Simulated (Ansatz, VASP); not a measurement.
# Cross-check of InP between VASP and Ansatz

Aim: how closely do two programs agree when they are given the same cell, functional and k mesh? The cell is taken from a series of VASP runs on this material, whose earlier steps may have relaxed, scaled or displaced it; both programs get it as it stands.

Calculated with Ansatz 0.2.0; plane waves, with VASP 6.6.1 beside it; relaxation of cell and atoms at PBEsol.

## 1. Starting point

Symmetry: F-43m, No. 216, cubic system. The conventional cell has a = 5.850 Å, b = 5.850 Å, c = 5.850 Å, α = 90.00°, β = 90.00°, γ = 90.00°. Nearest to In lie 4 P at 2.53 Å. P has 4 In at 2.53 Å nearest. Farther neighbours are not listed.

Structure file:

```cif
data_structure
_symmetry_space_group_name_H-M 'F-43m'
_symmetry_Int_Tables_number 216
_cell_length_a 5.8500
_cell_length_b 5.8500
_cell_length_c 5.8500
_cell_angle_alpha 90.000
_cell_angle_beta 90.000
_cell_angle_gamma 90.000
_cell_volume 200.20
loop_
_atom_site_label
_atom_site_type_symbol
_atom_site_symmetry_multiplicity
_atom_site_Wyckoff_symbol
_atom_site_fract_x
_atom_site_fract_y
_atom_site_fract_z
_atom_site_occupancy
In1 In 4 a 0.00000 0.00000 0.00000 1
P1 P 4 c 0.25000 0.25000 0.25000 1
```

## 2. VASP: relaxation of cell and atoms, PBEsol

The relaxed volume is the usual yardstick between codes: its relative difference is about their pressure difference at one cell divided by the bulk modulus.

Lines of VASP's logs that name or quote its potential files are left out, and so is its time.

INCAR reads:

```
SYSTEM = InP
PREC = Accurate
ENCUT = 520
EDIFF = 1E-07
NELM = 100
ISMEAR = 0
SIGMA = 0.03
LREAL = .FALSE.
ALGO = Normal
GGA = PS
NBANDS = 15
LORBIT = 11
LWAVE = .FALSE.
LCHARG = .FALSE.
KPAR = 4
IBRION = 2
NSW = 50
ISIF = 3
EDIFFG = -0.005
LASPH = .TRUE.
```

POSCAR reads:

```
InP
1.0
    0.0000000000      2.9250000000      2.9250000000
    2.9250000000      0.0000000000      2.9250000000
    2.9250000000      2.9250000000      0.0000000000
In P
1 1
Direct
    0.0000000000      0.0000000000      0.0000000000
    0.7500000000      0.7500000000      0.7500000000
```

KPOINTS reads:

```
Automatic mesh
0
Gamma
8 8 8
0 0 0
```

PAW data sets: In_d and P (PBE family, release 64).

Launch:

```sh
> mpirun -np 4 vasp_std
```

Numbers of over 12 decimals in the logs are rounded to 6 here.

The program printed:

```text
[banner, memory and clock lines left out]
running    4 mpi-ranks, on    1 nodes
 distrk:  each k-point on    1 cores,    4 groups
 distr:  one band on    1 cores,    1 groups

 POSCAR found type information on POSCAR InP
 POSCAR found :  2 types and       2 ions
|                                                                             |
|               ----> ADVICE to this user running VASP <----                  |
|                                                                             |
|     You enforced a specific xc type in the INCAR file but a different       |
|     [... a line on the potential file left out ...]
|     I HOPE YOU KNOW WHAT YOU ARE DOING!                                     |
|                                                                             |

 LDA part: xc-table for (Slater+PW92), standard interpolation
 POSCAR, INCAR and KPOINTS ok, starting setup
 FFT: planning ... GRIDC
 FFT: planning ... GRID_SOFT
 FFT: planning ... GRID
 WAVECAR not read
 entering main loop
       N       E                     dE             d eps       ncg     rms          rms(c)
DAV:   1     0.115239779956E+03    0.11524E+03   -0.87856E+03   870   0.134E+03
DAV:   2    -0.155102213497E+01   -0.11679E+03   -0.11270E+03   947   0.312E+02
DAV:   3    -0.934275804840E+01   -0.77917E+01   -0.77458E+01  1108   0.813E+01
DAV:   4    -0.955076324013E+01   -0.20801E+00   -0.20793E+00  1100   0.143E+01
DAV:   5    -0.956148243969E+01   -0.10719E-01   -0.10719E-01  1310   0.284E+00    0.553E+00
DAV:   6    -0.918992153206E+01    0.37156E+00   -0.59724E-01  1399   0.144E+01    0.326E+00
DAV:   7    -0.915486011498E+01    0.35061E-01   -0.15009E-01  1279   0.366E+00    0.112E+00
DAV:   8    -0.915212260904E+01    0.27375E-02   -0.15001E-02  1104   0.154E+00    0.340E-01
DAV:   9    -0.915232169761E+01   -0.19909E-03   -0.13221E-03  1209   0.457E-01    0.161E-01
DAV:  10    -0.915236790506E+01   -0.46207E-04   -0.16961E-04  1359   0.134E-01    0.109E-01
DAV:  11    -0.915239303353E+01   -0.25128E-04   -0.31314E-05  1068   0.619E-02    0.207E-02
DAV:  12    -0.915239267887E+01    0.35466E-06   -0.70348E-06  1115   0.450E-02    0.128E-02
DAV:  13    -0.915239269892E+01   -0.20054E-07   -0.57665E-07  1059   0.553E-03
   1 F= -.91523927E+01 E0= -.91523927E+01  d E =-.915239E+01
 curvature:   0.00 expect dE= 0.000E+00 dE for cont linesearch  0.000E+00
 trial: gam= 0.00000 g(F)=  0.916E-48 g(S)=  0.673E-02 ort = 0.000E+00 (trialstep = 0.100E+01)
 search vector abs. value=  0.673E-02
 bond charge predicted
       N       E                     dE             d eps       ncg     rms          rms(c)
DAV:   1    -0.923149255625E+01   -0.79100E-01   -0.18611E+00  1094   0.281E+01    0.181E+00
DAV:   2    -0.916568007429E+01    0.65812E-01   -0.12652E-01  1087   0.816E+00    0.656E-01
DAV:   3    -0.915419098732E+01    0.11489E-01   -0.32971E-02  1150   0.391E+00    0.376E-01
DAV:   4    -0.915421779032E+01   -0.26803E-04   -0.19050E-03   961   0.409E-01    0.289E-01
DAV:   5    -0.915396238987E+01    0.25540E-03   -0.17619E-04  1019   0.134E-01    0.130E-01
DAV:   6    -0.915391767360E+01    0.44716E-04   -0.75320E-05  1312   0.968E-02    0.180E-02
DAV:   7    -0.915391865910E+01   -0.98549E-06   -0.10341E-05  1127   0.469E-02    0.411E-03
DAV:   8    -0.915391837998E+01    0.27911E-06   -0.12820E-06  1192   0.257E-02    0.940E-04
DAV:   9    -0.915391841963E+01   -0.39647E-07   -0.74609E-08   568   0.233E-03
   2 F= -.91539184E+01 E0= -.91539184E+01  d E =-.152572E-02
 trial-energy change:   -0.001526  1 .order   -0.001550   -0.006726    0.003626
 step:   0.6465(harm=  0.6497)  dis= 0.00000  next Energy=    -9.154560 (dE=-0.217E-02)
 bond charge predicted
       N       E                     dE             d eps       ncg     rms          rms(c)
DAV:   1    -0.916434449949E+01   -0.10426E-01   -0.22637E-01  1101   0.946E+00    0.666E-01
DAV:   2    -0.915594403321E+01    0.84005E-02   -0.16430E-02  1087   0.308E+00    0.227E-01
DAV:   3    -0.915457174093E+01    0.13723E-02   -0.37839E-03  1171   0.134E+00    0.139E-01
DAV:   4    -0.915457287524E+01   -0.11343E-05   -0.21277E-04   954   0.136E-01    0.103E-01
DAV:   5    -0.915455327289E+01    0.19602E-04   -0.21078E-05  1110   0.453E-02    0.414E-02
DAV:   6    -0.915455462371E+01   -0.13508E-05   -0.73893E-06  1347   0.325E-02    0.749E-03
DAV:   7    -0.915455402471E+01    0.59900E-06   -0.90199E-07  1102   0.121E-02    0.131E-03
DAV:   8    -0.915455410501E+01   -0.80308E-07   -0.88652E-08   568   0.741E-03
   3 F= -.91545541E+01 E0= -.91545541E+01  d E =-.216141E-02
 curvature:  -0.32 expect dE=-0.290E-07 dE for cont linesearch -0.290E-07
 trial: gam=-0.00363 g(F)=  0.950E-48 g(S)=  0.893E-07 ort = 0.245E-04 (trialstep = 0.929E+00)
 search vector abs. value=  0.101E-09
 reached required accuracy - stopping structural energy minimisation
```

Parts of OUTCAR (step 2):

```text
ion  position               nearest neighbor table
   1  0.000  0.000  0.000-   2 2.53   2 2.53   2 2.53   2 2.53
   2  0.750  0.750  0.750-   1 2.53   1 2.53   1 2.53   1 2.53

  LATTYP: Found a face centered cubic cell.
 ALAT       =     5.8500000000

 Subroutine GETGRP returns: Found 24 space group operations
 (whereof 24 operations were pure point group operations)

The static configuration has the point symmetry T_d .

 Found     29 irreducible k-points:

   k-points           NKPTS =     29   k-points in BZ     NKDIM =     29   number of bands    NBANDS=     15

   dimension x,y,z NGX =    32 NGY =   32 NGZ =   32
   dimension x,y,z NGXF=    64 NGYF=   64 NGZF=   64

   ENCUT  =  520.0 eV  38.22 Ry    6.18 a.u.   7.69  7.69  7.69*2*pi/ulx,y,z

   NELECT =      18.0000    total number of electrons

 k-points in reciprocal lattice and weights: Automatic mesh
   0.00000000  0.00000000  0.00000000       0.002
   0.12500000  0.00000000  0.00000000       0.016
   0.25000000  0.00000000  0.00000000       0.016
   0.37500000  0.00000000  0.00000000       0.016
   0.50000000  0.00000000  0.00000000       0.008
   0.12500000  0.12500000  0.00000000       0.012
   0.25000000  0.12500000  0.00000000       0.047
   0.37500000  0.12500000  0.00000000       0.047
   0.50000000  0.12500000  0.00000000       0.047
[...]
-0.37500000  0.50000000  0.12500000       0.023
  -0.25000000  0.50000000  0.25000000       0.012

 average (electrostatic) potential at core
       1 -95.5757       2 -82.8380

 E-fermi :   5.1188

 k-point     1 :       0.0000    0.0000    0.0000
  band No.  band energies     occupation
    ...
      5      -8.9836      2.00000
      6      -6.4905      2.00000
      7       4.9987      2.00000
      8       4.9987      2.00000
      9       4.9987      2.00000
     10       5.5672      0.00000
     11       9.0146      0.00000
     12       9.0146      0.00000
     13       9.0146      0.00000
     14      13.3138      0.00000
    ...

 k-point     2 :       0.1250    0.0000    0.0000
  band No.  band energies     occupation
    ...
      5      -8.9835      2.00000
      6      -6.3127      2.00000
      7       3.4226      2.00000
      8       4.8115      2.00000
      9       4.8115      2.00000
     10       6.5445      0.00000
     11       9.1501      0.00000
     12       9.2927      0.00000
     13       9.2927      0.00000
     14      13.7442      0.00000
    ...

 k-point     3 :       0.2500    0.0000    0.0000
  band No.  band energies     occupation
    ...
      5      -8.9810      2.00000
      6      -5.8159      2.00000
      7       1.5281      2.00000
      8       4.4395      2.00000
      9       4.4395      2.00000
     10       6.6782      0.00000
     11       9.7160      0.00000
     12       9.7160      0.00000
     13      10.2021      0.00000
     14      13.5131      0.00000
    ...

  Total        0.0011107      0.0011107      0.0011107      0.0000000     -0.0000000     -0.0000000
  in kB        0.0350524      0.0350524      0.0350524      0.0000000     -0.0000000     -0.0000000
  external PRESSURE =       0.0350524 kB  Pullay stress =       0.0000000 kB

  energy-cutoff  :      520.00
  volume of cell :       50.77
      direct lattice vectors                 reciprocal lattice vectors
     0.000000000  2.938906724  2.938906724    -0.170131293  0.170131293  0.170131293
     2.938906724  0.000000000  2.938906724     0.170131293 -0.170131293  0.170131293
     2.938906724  2.938906724 -0.000000000     0.170131293  0.170131293 -0.170131293

 POSITION                                       TOTAL-FORCE (eV/Angst)
 -----------------------------------------------------------------------------------
      0.00000      0.00000      0.00000         0.000000     -0.000000     -0.000000
      4.40836      4.40836      4.40836        -0.000000      0.000000      0.000000
 -----------------------------------------------------------------------------------
    total drift:                                0.000000      0.000000      0.000000

  FREE ENERGIE OF THE ION-ELECTRON SYSTEM (eV)
  ---------------------------------------------------
  free  energy   TOTEN  =        -9.1545541050 eV

  energy  without entropy=       -9.1545541050  energy(sigma->0) =       -9.15455411

 reached required accuracy - stopping structural energy minimisation

 total charge
# of ion       s       p       d       tot
------------------------------------------
    1        0.829   0.766   9.899  11.495
    2        1.028   1.473   0.000   2.502
--------------------------------------------------
tot          1.858   2.240   9.899  13.997

[... 3 further parts left out ...]
```

CONTCAR:

```
InP
   1.00000000000000
     0.0000000000000000    2.9389067241651112    2.9389067241651112
     2.9389067241651112    0.0000000000000000    2.9389067241651112
     2.9389067241651112    2.9389067241651112   -0.0000000000000000
  In              P
     1     1
Direct
     0.0000000000000000    0.0000000000000000    0.0000000000000000
     0.7500000000000000    0.7500000000000000    0.7500000000000000
```

## 3. Ansatz: relaxation of cell and atoms, PBEsol

Ansatz runs on its default PAW (the set named soft_2) files.

The same cell, functional, mesh and smearing now go to Ansatz, which takes its cutoff from its data sets.

input.yaml reads:

```yaml
crystal:
  lattice:
    - [0.0, 2.925, 2.925]
    - [2.925, 0.0, 2.925]
    - [2.925, 2.925, 0.0]
  atoms:
    - { symbol: In, position: [0.0, 0.0, 0.0] }
    - { symbol: P, position: [0.75, 0.75, 0.75] }
hamiltonian:
  xc: pbesol
  pseudopotentials: { kind: paw }
kpoints:
  mp_grid: { grid: [8, 8, 8] }
scf:
  occupations: { method: gaussian, width: 0.03 }
relax:
  f_tol: 0.01
  max_steps: 60
  cell: { stress_tol: 0.05 }
output:
  forces: true
  stress: true
  write_density: true
  write_potential: true
  elf: true
  volumetric_format: npy
```

Launch:

```sh
> ansatz run input.yaml --threads 4 --pin off --max-ram 9216MiB --backend cpu --events-out ev --progress --plain --runs-dir out
```

The program printed:

```text
Engine: ansatz 0.2.0, aarch64-unknown-linux-gnu
Pseudopotentials: kind: paw
Pseudopotential: In, paw, valence charge 13, recommended cutoff 420 eV (normal), In.paw.azcp
Pseudopotential: P, paw, valence charge 5, recommended cutoff 420 eV (normal), P.paw.azcp
Functional definition: PBEsol
  exchange = pbesol_x
  correlation = pbesol_c
Crystal: 2 atoms, lattice volume = 50.050 Å³
Basis set: ecut = 420 eV, 941 PW (Γ), exchange–correlation on 60×60×60 points (8 copies of the dense FFT grid, shifted against one another)
Bands: 13, of which v1, the nominal top of the filled ones, is band 9 counted from 1 (8 counted from 0)
Symmetry: 24 space group operations
Space group: F-43m (ITA 216), of the structure as read, at distance tolerance 3.7e-5 Å
k-points: 29 of 512 (time reversal used)
Non-local potential: In, projectors of the file, l = 0: 2, l = 1: 2, l = 2: 2, l = 3: 2
Non-local potential: P, projectors of the file, l = 0: 2, l = 1: 2, l = 2: 2
PAW form: soft (Blöchl's): semilocal exchange-correlation on the pseudo side does not see the compensation charge
PAW frozen core: In, regenerated for the run's functional, and the local potential with it (the file was generated under x = pbe(κ = 0.804, μ = 0.219515), c = pbe(β = 0.066725))
PAW frozen core: P, regenerated for the run's functional, and the local potential with it (the file was generated under x = pbe(κ = 0.804, μ = 0.219515), c = pbe(β = 0.066725))
PAW one-centre angular grid: In, 590 points (default); XC on 64 Gauss nodes
PAW one-centre angular grid: P, 110 points (default); XC on 64 Gauss nodes
Initial density: superposition of atomic densities (neutral atoms: chi_scale 0, normalization atom), corrected by the library's trained network
Initial wavefunctions: pseudopotential atomic-orbital guess
Functional: x = pbesol(κ = 0.804, μ = 0.123457), c = pbesol(β = 0.046)
SCF iter   1: F=—  HF=-6265.872254 eV  |F-HF|=—  |Δ(HF+E_count)|=         —  Δρ=5.43e-3  dr2=2.59e-2  ethr=1.77e-3  ⟨swp⟩=6.7  Hψ=2597  notcnv=0
preconditioner: auto → none  [insulator: Δε(μ)=0.603 eV  Ē_g=14.654 eV  σ=0.030 eV  W_gap=1.00  n_scr=14 (ndim 8)  ℏωp=22.3 eV  f_vac=0.020  D(μ)=0.00/eV (n_scr^D=0)  ε∞_Penn≈3.3]
SCF iter   2: F=—  HF=-6265.863116 eV  |F-HF|=—  |Δ(HF+E_count)|=   9.14e-3  Δρ=1.72e-3  dr2=1.34e-3  ethr=1.44e-4  ⟨swp⟩=3.1  Hψ=877  notcnv=0
SCF iter   3: F=—  HF=-6265.862798 eV  |F-HF|=—  |Δ(HF+E_count)|=   3.18e-4  Δρ=4.97e-4  dr2=1.45e-4  ethr=7.46e-6  ⟨swp⟩=2.0  Hψ=691  notcnv=0
SCF iter   4: F=—  HF=-6265.862812 eV  |F-HF|=—  |Δ(HF+E_count)|=   1.41e-5  Δρ=2.16e-4  dr2=1.91e-5  ethr=8.05e-7  ⟨swp⟩=2.0  Hψ=446  notcnv=0
SCF iter   5: F=—  HF=-6265.862823 eV  |F-HF|=—  |Δ(HF+E_count)|=   1.09e-5  Δρ=2.58e-5  dr2=4.80e-7  ethr=1.06e-7  ⟨swp⟩=2.0  Hψ=455  notcnv=0
SCF iter   6: F=-6265.862823 eV  HF=-6265.862823 eV  |F-HF|=3.65e-9  |Δ(HF+E_count)|=   7.43e-8  Δρ=4.09e-6  dr2=7.83e-9  ethr=5.56e-10  ⟨swp⟩=10.0  Hψ=2345  notcnv=0
SCF 1 converged in 6 iterations: F = -6265.862823 eV  dr2 = 7.83e-9
  greatest PAW one-centre occupation: 0.981 electrons in one spin orbital (limit 2), on the In atom at site 0 (counted from 0), in its partial waves of l = 2
relax step   1: F+E_penalty+E_count = -6265.86282317 eV  Δ(F+E_penalty+E_count) = +0.000e0 eV  max|allowed force component| = 2.868e-16 eV/Å  Δτ_max = 0.0000 Å  P = +0.996 GPa  Ω = 50.050 Å³  (6 SCF iters, dr2 threshold 1.00e-7 eV, accepted)
[...]
relax step   2: F+E_penalty+E_count = -6265.86481428 eV  Δ(F+E_penalty+E_count) = -1.991e-3 eV  max|allowed force component| = 1.041e-16 eV/Å  Δτ_max = 0.0000 Å  P = -0.133 GPa  Ω = 50.877 Å³  energy of the carried Pulay correction = -1.935e-4 eV  (5 SCF iters, dr2 threshold 2.00e-7 eV, accepted)
[...]
relax step   3: F+E_penalty+E_count = -6265.86487899 eV  Δ(F+E_penalty+E_count) = -6.471e-5 eV  max|allowed force component| = 5.320e-17 eV/Å  Δτ_max = 0.0000 Å  P = -0.003 GPa  Ω = 50.778 Å³  energy of the carried Pulay correction = -1.706e-4 eV  (4 SCF iters, dr2 threshold 4.40e-8 eV, accepted)
[...]
relax step   4: F+E_penalty+E_count = -6265.86504768 eV  Δ(F+E_penalty+E_count) = -1.687e-4 eV  max|allowed force component| = 9.946e-17 eV/Å  Δτ_max = 0.0000 Å  P = -0.002 GPa  Ω = 50.778 Å³  stress off target by 2.12e-3 GPa  SCF on the basis re-selected at this cell (its energy is not comparable with the rows above)  (5 SCF iters)
basis re-selected at this cell: Δ(F+E_penalty+E_count) = -1.687e-4 eV, ΔP = +0.001 GPa vs the last step (what re-selecting the basis moved, of the pressure what is left beyond the Pulay correction that the steps carried, after the strain that the cell walked since its last selection, with what the two solves' SCF thresholds leave and, on support functions, any second-order correction that the steps lacked; it is no m [...]
SCF converged after 5 iterations
Free energy (F): -6265.865048 eV
Harris-Foulkes:  -6265.865048 eV  (|F-HF|=5.46e-12)
Internal energy: -6265.865048 eV  (E = F + TS)
E sigma→0 (E₀):  -6265.865048 eV
Fermi energy:    7.067966 eV
--- Per-component energies (eV) ---
  E_band       = -55.525782
  E_kinetic    = 313.365841
  E_local      = -1404.348906  (includes V_loc(G=0)·N_el)
  E_nonlocal   = 402.765623
  E_hartree    = 552.274551
  E_xc         = -274.037181
  E_vxc        = -160.069153  (∫ρ·V_xc dr)
  E_paw        = -4639.036795  (= ΣΔE_a)
  E_vpaw       = -311.788407  (= ΣTr[D̂ρ^β])
  E_aug_tail   = 0.000029  (compensation charges beyond the density's cutoff)
  E_ewald      = -1217.130208
  E_core_change = 0.281999  (= ΣΔE_core)
  E_smearing   = -0.000000  (= −TS)
  E_closure    = -0.000000  (closes the sum)
  Σ components = -6265.865048   (vs F -6265.865048, Δ=0.00e0)
--- Forces (eV/Å), atoms counted from 1 ---
  atom   1  In    -0.00000000    -0.00000000     0.00000000
  atom   2  P     -0.00000000    -0.00000000    -0.00000000
  max |Σ_I F_I| component: 8.33e-17 eV/Å
--- Stress (GPa, compression-positive) ---
       -0.002120      -0.000000       0.000000
        0.000000      -0.002120       0.000000
        0.000000       0.000000      -0.002120
  P = ⅓ Tr σ = -0.0021 GPa (-0.021 kbar)
--- Band table (eV; the first three rows and the last of 29) ---
  k-point 0: bands = [... 5 lower, -4.7025, 6.7826, 6.7826, 6.7826, 7.3516, 10.7941, 10.7941, 10.7941]
  k-point 1: bands = [... 5 lower, -4.5250, 5.2077, 6.5958, 6.5958, 8.3290, 10.9300, 11.0714, 11.0714]
  k-point 2: bands = [... 5 lower, -4.0288, 3.3146, 6.2243, 6.2243, 8.4633, 11.4937, 11.4937, 11.9817]
  k-point 28: bands = [... 5 lower, -2.2508, 1.1593, 3.8192, 3.8580, 10.9759, 11.0862, 12.2318, 12.8558]
--- Relaxed structure (3 steps of the walk, 3 accepted, 1 SCFs on fresh bases) ---
  F+E_penalty+E_count = -6265.86504768 eV   max|allowed force component| = 9.946e-17 eV/Å   (the final SCF, on the basis selected at the relaxed cell)
  cell:  # Å, volume = 50.7785 Å³
    - [0, 2.939115, 2.939115]
    - [2.939115, 0, 2.939115]
    - [2.939115, 2.939115, 0]
  atoms:
    - { symbol: In, position: [0, 0, 0] }
    - { symbol: P, position: [0.75, 0.75, 0.75] }
```

It took 2.8 s on 4 threads of Arm Neoverse V1, shared host; peak memory 0.35 GiB; 9.5 s of CPU time.

## 4. Differences

Known differences besides the potentials themselves: both relaxations stop at a tolerance, which leaves soft axes loose, and VASP keeps its plane-wave basis; the cutoff is 420 eV in Ansatz and 520 eV in VASP; Ansatz makes its cores anew for this functional, VASP keeps those of its PBE data sets; Ansatz adds a Pulay correction to the stress that steers its cell, VASP none. Total energies have different zeros and are not compared.

The two programs side by side:

```csv
quantity,Ansatz,VASP,difference
volume (Å³),50.78,50.77,+0.02 %
"edge a after relaxation, in the typed setting (Å)",4.157,4.156,+0.01 %
```

The walks stopped with 0.00 GPa left in Ansatz and 0.00 GPa in VASP; each walk ends within a tolerance, so the volume difference is uncertain by about these residues over the bulk modulus, most in soft cells.

## 5. What came out

| Quantity | Value |
| --- | --- |
| difference in volume (relaxation of cell and atoms, PBEsol) | 0.021 % |

**Reading.** The difference in volume is 0.021 % (relaxation of cell and atoms, PBEsol), within the 1.2 % picked in this series as the mark of a large difference, as far as the stopping tolerances let one tell. Such differences can come from data sets, numerical settings and the points named under the comparisons, not from the functional's error against experiment.

[Lines on the potential files, build, host, timing and source positions are cut from VASP's logs without a mark.]

[Logs are printed without paths, hosts, clocks, repeated set-up lines and the standing remarks that a program may print on its own settings, such as how far it seeks lower states.]

[Hosts, paths, dates, database ids (printed as entryN), source tags and the programs' standing remarks are cut or masked in the printed files.]
